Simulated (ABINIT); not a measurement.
Planning a run of ABINIT 10.8.3 on BP (F-43m). The input:

```
acell 3*1.0 Angstrom
rprim 
  0.000000000000 2.269000000000 2.269000000000
  2.269000000000 0.000000000000 2.269000000000
  2.269000000000 2.269000000000 0.000000000000
ntypat 2
znucl 5 15
natom 2
typat 1 2
xred 
  0.000000000000 0.000000000000 0.000000000000
  0.250000000000 0.250000000000 0.250000000000
pp_dirpath "pseudos"
pseudos "B.upf, P.upf"
ecut 34
ngkpt 4 4 4
nshiftk 1
shiftk 0 0 0
kptopt 1
chksymbreak 0
istwfk *1
occopt 1
irdwfk 1
optdriver 4
nband 91
gwcalctyp 28
ecutsigx 34
symsigma 0
nkptgw 8
kptgw 
  0.0000000000 0.0000000000 0.0000000000
  0.2500000000 0.0000000000 0.0000000000
  0.5000000000 0.0000000000 0.0000000000
  0.2500000000 0.2500000000 0.0000000000
  0.5000000000 0.2500000000 0.0000000000
  -0.2500000000 0.2500000000 0.0000000000
  0.5000000000 0.5000000000 0.0000000000
  -0.2500000000 0.5000000000 0.2500000000
bdgw 
  1 14
  1 14
  1 14
  1 14
  1 14
  1 14
  1 14
  1 14
ecuteps 9.7
irdscr 1
ppmodel 1
irdqps 1
rhoqpmix 0.3
indata_prefix "in"
outdata_prefix "out"
tmpdata_prefix "tmp"
```

```sh
OMP_NUM_THREADS=1 mpirun -n 4 abinit run.abi > log
```

**Question.** Estimate wall time and host memory on 4 MPI ranks of Arm Neoverse V2, shared host.

It took 2.4 min; on shared hardware allow 72 s to 4.8 min. Peak host memory was 0.71 GiB.

[Paths, hosts, dates, memory and timing lines, banners, echoed tables and standing remarks are left out of the program output.]

[Logs are printed without paths, hosts, clocks, repeated set-up lines and the standing remarks that a program may print on its own settings, such as how far it seeks lower states.]

[Runs of the session that timed out or met a known fault of the program may be left out.]

[Hosts, paths, dates, database ids (printed as entryN), source tags and the programs' standing remarks are cut or masked in the printed files.]

[G0W0 gaps are taken among the corrected bands and points alone; a level outside them can change the order at an edge.]

[Where Ansatz stands beside ABINIT at settings called matched, ABINIT's density can come from a denser mesh and the files from another edition; pairs whose starting gaps differed by over 0.03 eV were left out, so agreement reads better than it is.]
